**Question**

The table gives electron levels of face-centred cubic aluminium, with 16.60 Å³ per atom, from a density-functional calculation with the sodium release of the program exciting. *Point a* and *point b* state the wave vector as fractions of two reciprocal cell vectors. The levels are in eV from the Fermi energy, the border between filled and empty states, and are numbered downwards and upwards from it.

Kohn–Sham levels of face-centred cubic aluminium, counted from the Fermi energy, computed with exciting (release sodium): PBE, all-electron LAPW+lo, no spin polarisation or spin–orbit coupling, 11×11×11 k mesh, Gaussian smearing of 0.021 eV. Wave vectors are in fractions of the primitive cell's reciprocal vectors; the third component is 0 throughout.

```csv
point a (reciprocal cell vector),point b (reciprocal cell vector),level under 4 (eV),level under 3 (eV),level under 2 (eV),level under 1 (eV),level over 1 (eV),level over 2 (eV)
0.0000,0.0000,-64.93,-64.93,-64.93,-11.113,12.563,12.563
0.2727,0.0000,-64.94,-64.93,-64.93,-9.111,2.577,10.772
0.3636,0.0000,?,?,?,?,?,?
0.4545,0.0000,-64.93,-64.93,-5.62,-3.260,11.057,11.057
0.2727,0.2727,-64.94,-64.93,-64.93,-8.450,7.066,7.117
0.7273,0.2727,-64.94,-64.94,-64.93,-5.839,0.495,1.986
0.6364,0.3636,-64.93,-1.90,-1.70,-0.256,6.693,8.371
```

Predict the levels at *point a* = 0.3636, *point b* = 0. In particular, is the second valence band filled or empty there?

**Model answer**

First, follow bands rather than columns. Levels near −64.93 eV belong to the 2p shell, deep inside each atom; those above belong to the valence electrons. With *point b* = 0, the second valence band is empty at 0.2727 (2.577 eV) and filled at 0.4545 (−3.260 eV). It crosses the Fermi energy somewhere between, and the point in question lies midway.

Aluminium's valence electrons move almost as free waves, whose energy is purely kinetic. The crystal lets a wave vector be shifted by any reciprocal lattice vector, so each point carries a ladder of waves. With $x$ for *point a*, the two lowest rungs on this line are

$$E_1 = 3x^2E_0,\qquad E_2 = 3(1-x)^2E_0,\qquad E_0=\frac{\hbar^2}{2m}\left(\frac{2\pi}{a}\right)^2 .$$

The cube edge $a$ follows from the volume per atom: $a=(4\times16.60)^{1/3}=4.05$ Å. Hence $E_0=3.81\times(2\pi/4.05)^2=9.17$ eV.

For the second band at $x=0.3636$ this gives $E_2=3\times0.6364^2\times9.17=11.14$ eV above the band bottom. The computed bottom, at the zone centre, is −11.113 eV. The free wave therefore lands at +0.03 eV, too close to the border to decide anything.

The known neighbours show how to correct it. Counted from the same bottom, the free wave lies too high by 0.87 eV at 0.2727 and by 0.34 eV at 0.4545. Taking the mean, 0.60 eV, moves the forecast to 0.03 − 0.60 = −0.57 eV. Since the neighbours differ from that mean by almost 0.3 eV, this is a fair error bar.

The next rung consists of three waves of equal energy. The line is a threefold axis of the crystal, and symmetry allows such a trio to split into a single level and a pair that stays together. I take the pair to be the lower part: it is seen at 0.4545, about 2.7 eV below the free wave, and the one level of the trio listed at 0.2727 lies equally far below. The same correction serves for the point between them.

The lowest band is corrected in the same way, by only about 0.1 eV. The forecasts, with ranges that are judgements rather than statistical errors, are:

- lowest valence level: −7.6 ± 0.1 eV;
- second valence level: −0.6 ± 0.3 eV, hence filled;
- first two empty levels: a degenerate pair at 10.7 ± 0.3 eV;
- the two deeper listed levels: 2p, at −64.93 ± 0.02 eV.

**Computed result**

The withheld rows as computed:

```csv
point a (reciprocal cell vector),point b (reciprocal cell vector),level under 4 (eV),level under 3 (eV),level under 2 (eV),level under 1 (eV),level over 1 (eV),level over 2 (eV)
0.3636,0.0000,-64.93,-64.93,-7.57,-0.523,10.728,10.728
```

All the forecasts hold within their ranges. The second band is filled, at −0.52 eV, and the two empty levels coincide. The valence forecasts are too low by 0.02 eV for the lowest level, 0.05 eV for the second and 0.04 eV for the pair. In the two lowest valence bands, the lowering relative to free waves grows faster and faster with energy along this line, so a mean of two neighbours slightly exaggerates it. The pair shows no such steady growth, and its small miss is left unexplained. The forecasts are tested here against the calculation, not against experiment: Kohn–Sham levels are not measured removal energies, and those of a core shell such as 2p typically lie several eV too close to the Fermi energy.

**Remarks on the reasoning**

For the uncorrected free wave, the answer hangs on the choice of zero. In the corrected forecast that choice cancels, because the neighbours' deviations are counted from the same zero. Free electrons, three per atom, would fill their band to 11.66 eV above its bottom; the computed band is filled to only 11.11 eV. The limited mesh and very narrow smearing can be expected to shift the computed border by perhaps a tenth of an eV, much less than this difference. Counted from the free-electron Fermi energy, the uncorrected second wave lies about 0.5 eV on the filled side. Without a correction, a level near the border is thus better judged here from the border than from the distant band bottom.

Theory offers possible reasons for the narrower band. The lattice potential mixes each wave with others; mixing with higher waves pushes a level down, mixing with lower ones pushes it up. States near the top of the filled band have partners closer above them than the bottom has, which can favour a larger lowering. The ions also act with different strength on slow and fast waves. The table shows the narrowing but does not separate these causes.

The simple ladder also fails where two waves have equal energy and the potential couples them. The wave vector (0.7273, 0.2727) lies on the plane of a square zone face, though outside the face itself. Above the lowest level, the free-wave picture predicts one doubly occurring level there. The calculation gives two, at 0.495 and 1.986 eV: the waves combine into standing waves that place their charge differently relative to the ions. At the point of the question the two lowest waves are several eV apart, so their mixing is weak.

A straight line fitted to the lowest valence levels of the six known rows, with the predicted row left out, rises 4% less steeply than the free-electron energy, as the printed output below shows. This is an average, not a fixed scaling: the lowering is about 2% of the free-electron energy at 0.2727 on the line of the question, and 5% at the highest of the fitted levels. In sodium metal, with one valence electron per atom instead of three, a similar ladder is filled only part of the way up its first band. The count of electrons sets the border, while the crystal lattice sets the rungs.

Printed output of the fit:

```
free-electron Fermi energy above band bottom for three electrons per atom, eV: 11.66
computed Fermi energy above band bottom, eV: 11.11
second band at 0.2727, computed less free electron from band bottom, eV: -0.8663
second band at 0.4545, computed less free electron from band bottom, eV: -0.3357
third band at 0.2727, computed less free electron from band bottom, eV: -2.677
third band at 0.4545, computed less free electron from band bottom, eV: -2.695
second band at 0.2727, computed less free electron from free Fermi energy, eV: -0.3234
second band at 0.4545, computed less free electron from free Fermi energy, eV: 0.2072
withheld second band, free electron from band bottom, eV: 0.03214
withheld second band, free electron from free Fermi energy, eV: -0.5108
forecast lowest valence level, error bar 0.1, eV: -7.593
forecast second valence level, error bar 0.3, eV: -0.5689
forecast first empty pair, error bar 0.3, eV: 10.69
Computed bands and lowest free-electron level in eV:
     row  free lowest  band 1  band 1 less free  band 2  band 3  under 3  under 4
     0.0       -11.11  -11.11                 0   12.56   12.56   -64.93   -64.93
  0.2727       -9.067  -9.111          -0.04442   2.577   10.77   -64.93   -64.94
  0.3636       -7.475   -7.57          -0.09509  -0.523   10.73   -64.93   -64.93
  0.4545       -5.428   -5.62           -0.1915   -3.26   11.06   -64.93   -64.93
  0.2727       -8.384   -8.45          -0.06556   7.066   7.117   -64.93   -64.94
  0.7273       -5.656  -5.839           -0.1831   0.495   1.986   -64.94   -64.94
  0.6364       -1.411    -1.9           -0.4886    -1.7  -0.256     -1.9   -64.93
miss of lowest valence level, computed less forecast, eV: 0.02288
miss of second valence level, computed less forecast, eV: 0.04588
miss of third valence level, computed less forecast, eV: 0.04088
withheld point, spacing of the two listed empty levels, eV: 0
splitting of the equal-energy pair at 0.7273 and 0.2727, eV: 1.491
fit of band1 - bottom on 6 rows: coefficient of free1 0.9577 +/- 0.0042; rms 0.0501, worst 0.6364 0.0783, leave-one-out rms 0.085
  rows outside the fit (model, value, miss): 0.3636 3.484, 3.543, -0.0588
```
